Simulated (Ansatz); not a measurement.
Rocksalt NaF, relaxed with r2SCAN in the PAW code Ansatz. The symmetry is Fm-3m (No. 225, cubic); conventional cell a = 4.594 Å, 12.12 Å³ an atom. Around Na lie 6 F at 2.30 Å; around F lie 6 Na at 2.30 Å.

The axes x, y and z are those of this cell:
```
CELL_PARAMETERS angstrom
0.00000 2.29717 2.29717
2.29717 0.00000 2.29717
2.29717 2.29717 0.00000
ATOMIC_POSITIONS crystal
Na 0.00000 0.00000 0.00000
F 0.50000 0.50000 0.50000
```

Unstrained: PBE gives a direct gap of 6.456 eV at Γ. The r2SCAN gap is direct at Γ: 7.282 eV. HSE06 gives a direct gap of 8.635 eV at Γ. Meshes: PBE 10×10×10, r2SCAN 10×10×10, HSE06 6×6×6. Strains are changes of length per length. After each strain the atoms were relaxed again with r2SCAN within the symmetry that the strain leaves, so tilts or polar shifts that break it weren't tested; points keep the names that they have in the unstrained zone. Calculated for a static, non-magnetic cell.

Q: Apply uniaxial -0.65 % along [111], other directions held. How far does the gap move, against the unstrained cell?

A: PBE: the gap goes from 6.456 to 6.481 eV (+0.025 eV); with r2SCAN the top three valence levels at Γ, degenerate before, become 1+2 from the top over 18 meV. r2SCAN: the gap goes from 7.282 to 7.307 eV (+0.025 eV). HSE06: the gap goes from 8.635 to 8.664 eV (+0.029 eV). The r2SCAN energy rises by 0.2 meV an atom.

Q: Estimate what uniaxial +5.38 % along z, other directions held does to the gap.

A: PBE: the gap goes from 6.456 to 6.169 eV (-0.287 eV). r2SCAN: the gap goes from 7.282 to 6.983 eV (-0.299 eV). HSE06: the gap goes from 8.635 to 8.311 eV (-0.324 eV). The r2SCAN energy rises by 10.3 meV an atom.

Q: One strain changed the r2SCAN stress by xx +1.52, yy +1.52, zz +1.52 GPa (compression positive) and the gap by +0.151 eV (PBE), +0.154 eV (r2SCAN), +0.165 eV (HSE06). Which kind of strain was it, and roughly how large?

A: Isotropic -0.87 % on every length. The pattern of the stress gives the kind; the size needs the stiffness, so it is an estimate.

The meshes of the hybrids are coarse, so their gaps aren't converged to the digits shown.

The splittings at Γ are without spin-orbit coupling, which regroups them where it is of like size or larger.
